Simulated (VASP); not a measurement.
Input of a VASP 6.6.1 run:

The input INCAR:

```
SYSTEM = BeTe
PREC = Accurate
ENCUT = 600
EDIFF = 1E-7
ISMEAR = 0
SIGMA = 0.03
LREAL = .FALSE.
LASPH = .TRUE.
NELM = 80
ALGO = Normal
ISIF = 2
LWAVE = .FALSE.
LCHARG = .FALSE.
GGA = PE
IBRION = 2
NSW = 40
EDIFFG = -0.01
```

The input KPOINTS:

```
regular mesh
0
G
  8 8 8
  0 0 0
```

File POSCAR:

```
BeTe                                    
1.0
    0.0000000000      2.7761369792      2.7761369792
    2.7761369792      0.0000000000      2.7761369792
    2.7761369792      2.7761369792      0.0000000000
  Be              Te            
     1     1
Direct
     0.0000000000000000    0.0000000000000000    0.0000000000000000
     0.2500000000000000    0.2500000000000000    0.2500000000000000
```

Potentials or basis: VASP PAW PBE potentials, release 64 (Be, Te).

Launch:

```console
$ cat potpaw_PBE.64/Be/POTCAR potpaw_PBE.64/Te/POTCAR > POTCAR
$ mpirun -np 1 vasp_std > vasp.out
```

(1) What does it give for the band gap on the k mesh?

Answers

(1) 1.86 eV, indirect (least direct gap 3.57 eV).

Caveat: the relaxation stopped at its first step, so nothing moved; spin-orbit coupling is left out, which moves the levels of the heavy elements.
